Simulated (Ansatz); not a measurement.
# Bi under changes of volume

One of the cells (34.026 Å³/atom); the others are scaled copies at fixed shape and fractional positions:

```
CELL_PARAMETERS angstrom
3.48860 -3.13258 0.00000
3.48860 3.13258 0.00000
-1.26023 0.00000 3.11355
ATOMIC_POSITIONS crystal
Bi 0.75306 0.75306 0.85738
Bi 0.24694 0.24694 0.14262
```

This isn't the form of Bi at room conditions, which is rhombohedral.

```yaml
Program: Ansatz 0.2.0
Functional: LDA
Potentials_or_basis: Ansatz PAW
Cutoff: "420 eV (not typed: the program's choice for these potentials)"
k_mesh: 6 × 6 × 9
Occupations: fermi-dirac, width 0.05 eV
Spin: no spin polarisation
```

| volume (Å³/atom) | energy over the lowest point (meV/atom) | pressure (GPa) | largest force (eV/Å) |
| --- | --- | --- | --- |
| 31.984 | 0.00 | -0.7 | 0.005 |
| 32.665 | 5.29 | -1.8 | 0.035 |
| 33.345 | 15.07 | -2.8 | 0.064 |
| 34.026 | 28.84 | -3.7 | 0.091 |
| 34.706 | 46.12 | -4.4 | 0.117 |
| 35.387 | ? | ? | ? |
| 36.067 | 89.64 | -5.7 | 0.163 |

Task: What does the run at 35.387 Å³/atom give?

Result: Energy over the lowest point 66.51 meV/atom; pressure -5.1 GPa; largest force 0.140 eV/Å.

Worked out: A Birch-Murnaghan fit of order 3 (a polynomial in V^(-2/3)) to the other rows has its minimum at 31.62 Å³/atom, just outside them, with B0 = V·E''(V) = 59 GPa and B' = 4.7 at fixed shape and positions, which overstates the stiffness. It gives 66.52 meV/atom at 35.387 Å³/atom, against the run's 66.51, and -dE/dV = -5.1 GPa, against -5.1.

Energies are extrapolated to zero smearing.

Caveats: the PAW data sets come from PBE, with cores solved anew for the run's functional, which leaves a small shift of forces and pressure.
